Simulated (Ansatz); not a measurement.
# Could NaI exist in this structure?

Plane-wave DFT in Ansatz with scalar-relativistic PAW potentials. The crystal relaxes under PBE to Fm-3m with a = 6.528 Å, 34.78 Å³/atom. No spin polarisation.

```cif
data_structure
_symmetry_space_group_name_H-M 'Fm-3m'
_symmetry_Int_Tables_number 225
_cell_length_a 6.5282
_cell_length_b 6.5282
_cell_length_c 6.5282
_cell_angle_alpha 90.000
_cell_angle_beta 90.000
_cell_angle_gamma 90.000
_cell_volume 278.21
loop_
_atom_site_label
_atom_site_type_symbol
_atom_site_symmetry_multiplicity
_atom_site_Wyckoff_symbol
_atom_site_fract_x
_atom_site_fract_y
_atom_site_fract_z
_atom_site_occupancy
Na1 Na 4 a 0.00000 0.00000 0.00000 1
I1 I 4 b 0.50000 0.00000 0.00000 1
```

Question: Test it against the elements, against displacements at the zone centre and against strain.

Answer:
- Energy over the elements: -1.280 eV/atom (PBE, standard states in the same functional, gases uncorrected)
- Optical modes at Γ: all 3 real, at 103 cm⁻¹ (PBE, without the LO-TO term)
- Least eigenvalue of the elastic tensor: 7 GPa (PBE)

It passes all three tests. So it is a local minimum against everything tried and bound against the elements. Modes at other wave vectors, other structures and decomposition into other compounds weren't tested here. The cell tested can't double, which is how many cubic oxides and halides distort (tilted octahedra, shifted anions).